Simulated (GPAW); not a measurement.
Crystal: BAs.

```
As B
1.0
     0.00000    2.38850    2.38850
     2.38850    0.00000    2.38850
     2.38850    2.38850    0.00000
As B
1 1
Direct
  0.25000 0.25000 0.25000
  0.00000 0.00000 0.00000
```

Program: GPAW 26.7.0. Alike in all runs: cell as given; k mesh 8 × 8 × 8; cutoff (eV) 800; smearing fermi-dirac 0.05 eV.

Problem. Order these runs on this cell by their band gap on the k mesh, lowest first.
A. level TB-mBJ; potentials or basis GPAW PAW data sets for LDA (gpaw-data 1.2.1), pw; spin off
B. level OLYP; potentials or basis PAW data sets generated in the run's folder for this functional, pw; spin SOC, no magnetisation; band path GXWKGLUWLK,UX; band points 100; spin axis theta (degrees) 0; spin axis phi (degrees) 0; eigensolver davidson
C. level PBEsol; potentials or basis PAW data sets generated in the run's folder for this functional, pw; spin SOC, no magnetisation; band path GXWKGLUWLK,UX; band points 80; spin axis theta (degrees) 90; spin axis phi (degrees) 0
D. level MS2; potentials or basis GPAW PAW data sets (gpaw-data 1.2.1), pw; spin SOC, no magnetisation; band path GXWKGLUWLK,UX; band points 60; spin axis theta (degrees) 90; spin axis phi (degrees) 45

Solution. C (1.03 eV), B (1.25 eV), D (1.50 eV), A (1.76 eV).

Caveats: spin-orbit coupling was added after a scalar SCF, so levels and gaps hold it while energy, forces, pressure and moments don't (some runs); this program's spin-orbit splittings come out too wide for heavy elements (some runs); a model potential gives levels but no total energy (some runs).

A k mesh can miss the band edges.

Not every run made on this cell is shown here.
